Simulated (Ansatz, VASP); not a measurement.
Two plane-wave programs on Co

The input INCAR:

```
SYSTEM = Co
PREC     = Accurate       ! precision mode
ENCUT    = 520            ! plane-wave cutoff, eV
EDIFF    = 1E-6           ! SCF threshold, eV
ISMEAR   = -1             ! smearing method
SIGMA    = 0.1            ! smearing width, eV
LREAL    = .FALSE.        ! projectors in reciprocal space
LASPH    = .TRUE.         ! aspherical terms in the spheres
NELM     = 60             ! most SCF steps
ALGO     = Normal         ! electronic algorithm
ISIF     = 2              ! what is computed and relaxed
LWAVE    = .FALSE.        ! write WAVECAR
LCHARG   = .FALSE.        ! write CHGCAR
GGA      = PE             ! functional
NBANDS   = 16             ! bands
```

File KPOINTS:

```
regular mesh
0
G
  24 24 13
  0 0 0
```

POSCAR

```
Co
1.0
    2.4583938885      0.0000000000      0.0000000000
   -1.2291969442      2.1290315600      0.0000000000
    0.0000000000      0.0000000000      3.9606905031
Co
2
Direct
    0.3333333333      0.6666666667      0.2500000000
    0.6666666667      0.3333333333      0.7500000000
```

Input for Ansatz:

```yaml
crystal:
  lattice:
    - [2.4583938885, 0.0, 0.0]
    - [-1.2291969442, 2.12903156, 0.0]
    - [0.0, 0.0, 3.9606905031]
  atoms:
    - { symbol: Co, position: [0.3333333333, 0.6666666667, 0.25] }
    - { symbol: Co, position: [0.6666666667, 0.3333333333, 0.75] }
hamiltonian:
  xc: pbe
  pseudopotentials:
    kind: paw
    azcp:
      Co: "pseudopotentials/Co.paw.azcp"
basis:
  ecutwfc: 420
  fft_grid_basis: typed
kpoints:
  mp_grid: { grid: [24, 24, 13], shift: [0, 0, 0] }
magnetization:
  spin_polarized: false
scf:
  occupations: { method: fermi_dirac, width: 0.1 }
output:
  stress: true
```

Alike in both runs: task single point; functional PBE; k mesh 24 × 24 × 13; occupations fermi-dirac, width 0.1 eV; no spin polarisation.

|  | VASP | Ansatz |
| --- | --- | --- |
| version | VASP 6.6.1 | Ansatz 0.2.0 |
| potentials or method | VASP PAW PBE potentials, release 64 (Co) | plane waves (420 eV) with PAW, scalar-relativistic |
| plane-wave cutoff (eV) | 520 | 420 |
| valence electrons in the cell | 18 | 34 |

Ansatz gave:

* pressure (GPa): -0.1
* largest component of the traceless stress (GPa): 0.00

Question: Which values does VASP return?

Answer: Pressure (GPa): -0.5; largest component of the traceless stress (GPa): 0.06.

The two sets of potentials don't hold the same shells in valence.

Caveats: the run has no spin polarisation, though such a crystal can be magnetic. Spin polarisation is off, so any magnetic state and its effect on volume and gap are missing.
